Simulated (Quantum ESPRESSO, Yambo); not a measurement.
An input for Yambo 5.3.0 (TePb (Fm-3m)):

```
optics
bss
bse
em1s
dipoles
rim_cut
RandQpts= 1000000
RandGvec= 1 RL
Chimod= "HARTREE"
BSKmod= "SEX"
BSEmod= "resonant"
BSSmod= "d"
BSENGexx= 30 Ry
BSENGBlk= 6 Ry
% BSEQptR
 1 | 1 |
%
% BSEBands
 13 | 22 |
%
% BEnRange
 0 | 6 | eV
%
% BDmRange
 0.1 | 0.1 | eV
%
BEnSteps= 121
% BLongDir
 1 | 0 | 0 |
%
% BndsRnXs
 1 | 86 |
%
NGsBlkXs= 6 Ry
% LongDrXs
 1 | 1 | 1 |
%
% KfnQP_E
 0.362 | 1.0 | 1.0 |
%
WRbsWF
```

```sh
OMP_NUM_THREADS=1 mpirun -n 4 yambo -F bse3.in -J bse3 -C bse3 > bse3.log
```

The stored states that it reads are on a 4×4×4 mesh. Symmetry: Fm-3m, No. 225, cubic system. Conventional cell: a = 6.462 Å, b = 6.462 Å, c = 6.462 Å, α = 90.00°, β = 90.00°, γ = 90.00°. Te has 6 Pb at 3.23 Å nearest. Pb has 6 Te at 3.23 Å nearest. Farther neighbours and most contacts between anions are not listed.

**Question.** How long will it take on 4 MPI ranks of Arm Neoverse V2, shared host, and how much memory?

It took 41 s; on shared hardware allow 20 s to 81 s. Peak host memory was 1.4 GiB.

The kernel grows as the square of the matrix size, and full diagonalisation as its cube.

[Paths, hosts, dates, memory and timing lines, banners, echoed tables and standing remarks are left out of the program output.]

[Logs are printed without paths, hosts, clocks, repeated set-up lines and the standing remarks that a program may print on its own settings, such as how far it seeks lower states.]

[Runs of the session that timed out or met a known fault of the program may be left out.]

[Hosts, paths, dates, database ids (printed as entryN), source tags and the programs' standing remarks are cut or masked in the printed files.]
